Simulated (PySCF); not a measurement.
# Nb (Fm-3m) in PySCF: convergence with scf threshold

Aim: find how far scf threshold must go before the results for Nb settle, at PBE. This setting moves, with any that are tied to it; all else stays.

Everything below comes from runs of PySCF 2.14.0. Logs are shortened: lines on timing, memory, paths and dates and some standing lists are left out, and cuts for length are marked.

### 1 The structure

It takes space group Fm-3m (No. 225, cubic). Conventional cell: a = 4.230 Å, b = 4.230 Å, c = 4.230 Å, α = 90.00°, β = 90.00°, γ = 90.00°. Around Nb (site symmetry m-3m) lie 12 Nb at 2.99 Å.

This isn't the form of Nb at room conditions, which is bcc.

### 2 With scf threshold 0.01 Ha

run.py reads:

```python
import json
import numpy as np
from pyscf.pbc import gto, scf, dft, df

cell = gto.Cell()
cell.basis = 'DZVP-MOLOPT-SR-GTH-q13'
cell.pseudo = 'GTH-PBE-q13'
cell.fromfile('POSCAR', format='poscar')
cell.ke_cutoff = 103  # hartree
cell.exp_to_discard = 0.02
cell.precision = 1e-08
cell.space_group_symmetry = True
cell.symmorphic = False
cell.max_memory = 2940  # MB
cell.verbose = 4
cell.build()

res = {}
kpts = cell.make_kpts([4, 4, 4], space_group_symmetry=True, time_reversal_symmetry=True)
cell.space_group_symmetry = False  # the mesh holds the operations; no search on the supercells of the integral code
mf = dft.KRKS(cell, kpts, xc='pbe')
mf = mf.multigrid_numint()
mf = mf.smearing(sigma=0.00183747, method='fermi')  # hartree
mf.conv_tol = 0.01
mf.max_cycle = 60

mf.kernel()
res.update(converged=bool(mf.converged), e_tot=mf.e_tot, nelec=cell.nelectron, nao=cell.nao, mesh=list(map(int, cell.mesh)), a=cell.lattice_vectors().tolist(), coords=cell.atom_coords().tolist(),
           mo_energy=[np.real(x).tolist() for x in mf.mo_energy], mo_occ=[np.real(x).tolist() for x in mf.mo_occ])
res.update(e_free=mf.e_free, e_zero=mf.e_zero)
res.update(kpts=kpts.kpts_scaled_ibz.tolist(), weights=kpts.weights_ibz.tolist())
res['parts'] = {k: float(np.real(v)) for k, v in mf.scf_summary.items() if np.isscalar(v)}
json.dump(res, open('results.json', 'w'))
if not mf.converged:
    raise SystemExit('SCF not converged')

print('levels (eV)')
for i, kp in enumerate(res['kpts'][:40]):
    print('k %7.4f %7.4f %7.4f  ' % tuple(kp), ' '.join('%.3f' % (x * 27.211386) for x in res['mo_energy'][i][:12]))

mf = mf.to_khf()  # unfold to the whole mesh
kpts = mf.kpts
# Mulliken populations
dm, s = np.asarray(mf.make_rdm1()), np.asarray(mf.get_ovlp())
sites = cell.aoslice_by_atom()[:, 2:]
tot = np.einsum('kij,kji->i', dm, s).real / len(kpts)
res['mulliken'] = [cell.atom_charge(i) - tot[a0:a1].sum() for i, (a0, a1) in enumerate(sites)]
print('Mulliken charges', np.round(res['mulliken'], 5))
res['meta_lowdin'] = mf.mulliken_meta()[1].tolist()
res['done'] = True
json.dump(res, open('results.json', 'w'))
```

POSCAR reads:

```
Nb
1.0
    0.0000000000      2.1150000000      2.1150000000
    2.1150000000      0.0000000000      2.1150000000
    2.1150000000      2.1150000000      0.0000000000
Nb
1
Direct
    0.0000000000      0.0000000000      0.0000000000
```

Potentials or basis: DZVP-MOLOPT-SR/GTH-PBE (potentials made for PBE).

Command:

```
$ OMP_NUM_THREADS=2 python -u run.py > log
```

The program printed:

```text
pyscf/pbc/gto/cell.py:1403: UserWarning: Electron number 13 and spin 0 are not consistent in cell

  warnings.warn('Electron number %d and spin %d are not consistent '
Discarded 0 diffused primitive functions, 0 contracted functions
time reversal: False
k-points in IBZ                         weights
  0:  0.000000,  0.000000,  0.000000    1/64
  1:  0.500000,  0.500000,  0.000000    3/64
  2:  0.500000,  0.500000,  0.500000    4/64
  3:  0.750000,  0.500000,  0.250000    6/64
  4:  0.750000,  0.750000,  0.000000    6/64
  5:  0.750000,  0.750000,  0.250000    24/64
  6:  0.750000,  0.750000,  0.500000    12/64
  7:  0.750000,  0.750000,  0.750000    8/64

******** <class 'pyscf.pbc.scf.smearing.SmearingKsymAdaptedKRKS'> ********
method = SmearingKsymAdaptedKRKS
initial guess = minao
damping factor = 0
level_shift factor = 0
DIIS = <class 'pyscf.scf.diis.CDIIS'>
diis_start_cycle = 1
diis_space = 8
diis_damp = 0
SCF conv_tol = 0.01
SCF conv_tol_grad = None
SCF max_cycles = 60
direct_scf = True
direct_scf_tol = 1e-13

******** PBC SCF flags ********
N kpts (BZ) = 64
N kpts (IBZ) = 8
Exchange divergence treatment (exxdiv) = ewald
    madelung (= occupied orbital energy shift) = 0.14339270241326457
    Total energy shift due to Ewald probe charge = -1/2 * Nelec*madelung = -0.932052565686
DF object = <pyscf.pbc.df.fft.FFTDF object>
XC functionals = pbe
small_rho_cutoff = 0
Uniform grid, mesh = [27 27 27]
Set gradient conv threshold to 0.1
nelec by numeric integration = 13.000024814627572
init E= -57.4341308956435
    sigma = 0.00183747  Optimized mu = 0.666238248312  entropy = 0.483203385375
nelec by numeric integration = 12.999999999999945
    Total E(T) = -57.074000333999  Free energy = -57.0748882057235  E0 = -57.0744442698612
cycle= 1 E= -57.074000333999  delta_E= 0.36  |g|= 0.568  |ddm|= 8.17
    sigma = 0.00183747  Optimized mu = 0.620782235196  entropy = 0.579944501682
nelec by numeric integration = 12.99999999999995
    Total E(T) = -57.0808552300323  Free energy = -57.0819208606558  E0 = -57.0813880453441
cycle= 2 E= -57.0808552300323  delta_E= -0.00685  |g|= 0.434  |ddm|= 5.57
    sigma = 0.00183747  Optimized mu = 0.641143007118  entropy = 0.688674405785
nelec by numeric integration = 12.99999999999996
    Total E(T) = -57.0931517168674  Free energy = -57.0944171354278  E0 = -57.0937844261476
cycle= 3 E= -57.0931517168674  delta_E= -0.0123  |g|= 0.000762  |ddm|= 2.99
    sigma = 0.00183747  Optimized mu = 0.640886179643  entropy = 0.689856638596
nelec by numeric integration = 12.999999999999945
    Total E(T) = -57.0931496895267  Free energy = -57.0944172804044  E0 = -57.0937834849655
cycle= 4 E= -57.0931496895267  delta_E= 2.03e-06  |g|= 0.000268  |ddm|= 0.0265
    sigma = 0.00183747  Optimized mu = 0.640863720755  entropy = 0.689754698473
nelec by numeric integration = 12.999999999999945
    Total E(T) = -57.0931498787848  Free energy = -57.0944172823506  E0 = -57.0937835805677
Extra cycle  E= -57.0931498787848  delta_E= -1.89e-07  |g|= 0.000216  |ddm|= 0.00334
converged SCF energy = -57.0931498787848
levels (eV)
k  0.0000  0.0000  0.0000   -39.024 -13.272 -13.272 -13.272 11.246 17.566 17.566 17.566 20.130 20.130 32.162 37.903
k  0.5000  0.5000  0.0000   -38.787 -14.344 -13.680 -13.680 13.430 14.162 21.139 22.034 22.626 22.626 30.161 30.161
k  0.5000  0.5000  0.5000   -38.846 -14.420 -13.421 -13.421 13.644 17.391 17.391 18.827 22.075 22.075 27.882 32.485
k  0.7500  0.5000  0.2500   -38.787 -14.021 -14.021 -13.700 14.808 16.347 16.347 19.361 22.631 27.821 27.821 28.921
k  0.7500  0.7500  0.0000   -38.907 -13.837 -13.479 -13.479 13.564 15.551 18.123 19.360 19.360 20.992 36.292 36.292
k  0.7500  0.7500  0.2500   -38.817 -14.223 -13.728 -13.553 14.539 15.552 17.430 19.242 22.228 24.005 28.008 33.290
k  0.7500  0.7500  0.5000   -38.846 -14.100 -13.756 -13.423 15.120 16.284 16.479 18.783 19.878 23.673 30.970 32.357
k  0.7500  0.7500  0.7500   -38.936 -13.864 -13.347 -13.347 13.033 16.779 17.937 17.937 20.211 20.211 32.904 34.916
Mulliken charges [0.]
 ** Mulliken pop on meta-lowdin orthogonal AOs **
 ** Mulliken pop  **
pop of  0 Nb 4s           1.99993
pop of  0 Nb 5s           0.89384
pop of  0 Nb 6s           0.00432
pop of  0 Nb 4px          1.99956
pop of  0 Nb 4py          1.99956
pop of  0 Nb 4pz          1.99956
pop of  0 Nb 5px          0.01865
pop of  0 Nb 5py          0.01865
pop of  0 Nb 5pz          0.01865
pop of  0 Nb 4dxy         0.87499
pop of  0 Nb 4dyz         0.87499
pop of  0 Nb 4dz^2        0.67827
pop of  0 Nb 4dxz         0.87499
pop of  0 Nb 4dx2-y2      0.67827
pop of  0 Nb 5dxy         0.00908
pop of  0 Nb 5dyz         0.00908
pop of  0 Nb 5dz^2        0.01219
pop of  0 Nb 5dxz         0.00908
pop of  0 Nb 5dx2-y2      0.01219
pop of  0 Nb 4f-3         0.00190
pop of  0 Nb 4f-2         0.00438
pop of  0 Nb 4f-1         0.00137
pop of  0 Nb 4f+0         0.00269
pop of  0 Nb 4f+1         0.00137
pop of  0 Nb 4f+2         0.00057
pop of  0 Nb 4f+3         0.00190
 ** Mulliken atomic charges  **
charge of    0Nb =     -0.00000
```

It took 74 s on 2 threads of Arm Neoverse V1, shared host; peak memory 0.63 GiB.

Results:

```yaml
Free_energy: -1553.6182 eV
Band_gap_on_the_k_mesh: none (metal or under the smearing width)
```

### 3 With scf threshold 0.001 Ha

run.py, as its differences from that of step 2:

```diff
@@ -23,3 +23,3 @@
 mf = mf.smearing(sigma=0.00183747, method='fermi')  # hartree
-mf.conv_tol = 0.01
+mf.conv_tol = 0.001
 mf.max_cycle = 60
```

POSCAR is that of step 2.

Potentials or basis: DZVP-MOLOPT-SR/GTH-PBE (potentials made for PBE).

Command:

```
$ OMP_NUM_THREADS=2 python -u run.py > log
```

It took 74 s on 2 threads of Arm Neoverse V1, shared host; peak memory 0.63 GiB.

What came out:

- Free energy: -1553.6182 eV
- Band gap on the k mesh: none (metal or under the smearing width)

### 4 With scf threshold 0.0001 Ha

run.py, as its differences from that of step 3:

```diff
@@ -23,3 +23,3 @@
 mf = mf.smearing(sigma=0.00183747, method='fermi')  # hartree
-mf.conv_tol = 0.001
+mf.conv_tol = 0.0001
 mf.max_cycle = 60
```

POSCAR is that of step 3.

Command:

```
$ OMP_NUM_THREADS=2 python -u run.py > log
```

Run time: 74 s. Hardware: 2 threads of Arm Neoverse V1, shared host; peak memory 0.63 GiB.

Results:

```yaml
Free_energy: -1553.6182 eV
Band_gap_on_the_k_mesh: none (metal or under the smearing width)
```

### 5 With scf threshold 1e-05 Ha

run.py, as its differences from that of step 4:

```diff
@@ -23,3 +23,3 @@
 mf = mf.smearing(sigma=0.00183747, method='fermi')  # hartree
-mf.conv_tol = 0.0001
+mf.conv_tol = 1e-05
 mf.max_cycle = 60
```

POSCAR is that of step 4.

Command:

```
$ OMP_NUM_THREADS=2 python -u run.py > log
```

Run time: 74 s. Hardware: 2 threads of Arm Neoverse V1, shared host; peak memory 0.63 GiB.

The run converged. Its results:

* Free energy: -1553.6182 eV
* Band gap on the k mesh: none (metal or under the smearing width)

### 6 With scf threshold 1e-06 Ha

run.py, as its differences from that of step 5:

```diff
@@ -23,3 +23,3 @@
 mf = mf.smearing(sigma=0.00183747, method='fermi')  # hartree
-mf.conv_tol = 1e-05
+mf.conv_tol = 1e-06
 mf.max_cycle = 60
```

POSCAR is that of step 5.

Potentials or basis: DZVP-MOLOPT-SR/GTH-PBE (potentials made for PBE).

Command:

```
$ OMP_NUM_THREADS=2 python -u run.py > log
```

It took 83 s on 2 threads of Arm Neoverse V1, shared host; peak memory 0.63 GiB.

The run converged. Its results:

```
Free energy            : -1553.6182 eV
Band gap on the k mesh : none (metal or under the smearing width)
```

### 7 With scf threshold 1e-08 Ha

run.py, as its differences from that of step 6:

```diff
@@ -23,3 +23,3 @@
 mf = mf.smearing(sigma=0.00183747, method='fermi')  # hartree
-mf.conv_tol = 1e-06
+mf.conv_tol = 1e-08
 mf.max_cycle = 60
```

POSCAR is that of step 6.

Command:

```
$ OMP_NUM_THREADS=2 python -u run.py > log
```

Wall time 92 s (2 threads of Arm Neoverse V1, shared host); peak memory 0.63 GiB.

It converged, with:

* Free energy: -1553.6182 eV
* Band gap on the k mesh: none (metal or under the smearing width)

### 8 With scf threshold 1e-10 Ha

run.py, as its differences from that of step 7:

```diff
@@ -23,3 +23,3 @@
 mf = mf.smearing(sigma=0.00183747, method='fermi')  # hartree
-mf.conv_tol = 1e-08
+mf.conv_tol = 1e-10
 mf.max_cycle = 60
```

POSCAR is that of step 7.

Command:

```
$ OMP_NUM_THREADS=2 python -u run.py > log
```

It took 1.7 min on 2 threads of Arm Neoverse V1, shared host; peak memory 0.63 GiB.

It converged, with:

```
Free energy            : -1553.6182 eV
Band gap on the k mesh : none (metal or under the smearing width)
```

### 9 Result

```csv
scf threshold,"energy less the tightest run, at zero smearing (meV/atom)",SCF cycles,CPU time (s),peak memory (GiB)
0.01 Ha,0.00,4,140,0.63
0.001 Ha,0.00,4,140,0.63
0.0001 Ha,0.00,4,140,0.63
1e-05 Ha,0.00,4,140,0.63
1e-06 Ha,0.00,5,160,0.63
1e-08 Ha,0.00,6,180,0.63
1e-10 Ha,0.00,7,200,0.63
```

Against the tightest run, the energy stays within 1 meV/atom from 0.01 Ha on. The tightest run that finished is the yardstick and may itself not be fully converged.

Caveats: all runs use coarse meshes; the basis of atomic orbitals isn't converged, which shifts pressures, moduli and gaps.
